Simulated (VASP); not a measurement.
The system is KI.

```
K I
1.0
     0.00000    3.50812    3.50812
     3.50812    0.00000    3.50812
     3.50812    3.50812    0.00000
K I
1 1
Direct
  0.00000 0.00000 0.00000
  0.50000 0.50000 0.50000
```

Base run:

```yaml
Program: VASP 6.6.1
Functional: HSE06
Potentials_or_basis: VASP PAW PBE potentials, release 64 (K_sv, I)
Cutoff: 520 eV
k_mesh: 4 × 4 × 4
Occupations: gaussian, width 0.03 eV
Spin: no spin polarisation
```

Its results: band gap on the k mesh 5.03 eV, direct; pressure 0.7 GPa.

Task: The run is repeated on the same cell with these changes: functional from HSE06 to PBE-EpsX. What comes out?

Result: Band gap on the k mesh 6.35 eV, direct; pressure 0.6 GPa.

Caveats: the PAW data sets were made with another functional, which shifts forces and pressure a little; spin-orbit coupling is left out, which moves the levels of the heavy elements.
